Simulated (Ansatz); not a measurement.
GaSb (F-43m), an elastic constant from a strain scan

The calculation used Ansatz 0.2.0, DFT PBEsol, scalar-relativistic, plane waves, PAW. Cutoff 420 eV, Γ-centred 14×14×14 k-points, Gaussian smearing of 0.15 eV. Spin–orbit coupling is left out, which matters for the heavy elements here. No spin polarisation. Energies are free energies at this smearing, counted from the undisturbed cell; pressure is positive in compression.

Zero of the scan (as given, not relaxed at this level; it stands at -0.2 GPa):

```
Ga Sb
1.0
     0.00000    3.05900    3.05900
     3.05900    0.00000    3.05900
     3.05900    3.05900    0.00000
Ga Sb
1 1
Direct
  0.00000 0.00000 0.00000
  0.75000 0.75000 0.75000
```

The cell is strained by ε times the Voigt pattern (1, 0, 0, 0, 0, 0) (xx, yy, zz, yz, xz, xy; engineering shear) with fractional coordinates fixed. The cell holds 2 atoms in V0 = 57.25 Å³. The stress column is τ = (1/V0) dE/dε, got from the stress tensor σ (compression positive) at each point as −det(1 + εP) σ : P(1 + εP)⁻¹, with P the pattern as a tensor.

```csv
ε,ΔE (meV/atom),τ (GPa)
-0.0600,25.289,-5.001
-0.0450,13.707,-3.647
-0.0300,5.706,-2.329
-0.0150,1.179,-1.056
0.0000,0.000,0.169
0.0150,2.042,1.346
0.0300,7.170,2.472
0.0450,15.240,3.543
0.0525,20.333,4.056
0.0600,?,?
```

Which combination of elastic constants does this scan measure, and how large is it?

For small ε, τ = τ0 + Kε with K = pᵀCp, which for this pattern is C11 in the cubic axes. The parabola through τ at ε = -0.0150, 0 and 0.0150 has slope K = 80 GPa at zero. The energies per cell, E = NΔE, of the same two points give K = 2[E(ε₊)/ε₊ − E(ε₋)/ε₋]/[(ε₊ − ε₋)V0] = 80 GPa, in agreement.

Predict the withheld row at ε = 0.0600 from the harmonic law, and compare.

ΔE = V0(τ0 ε + Kε²/2)/N = 27.566 meV/atom and τ = 4.97 GPa. The calculation gives 26.102 meV/atom and 4.55 GPa: the energy lies 5 % below the harmonic value, as bonds soften when stretched.

The gap closes along the scan, which can put kinks into the curve.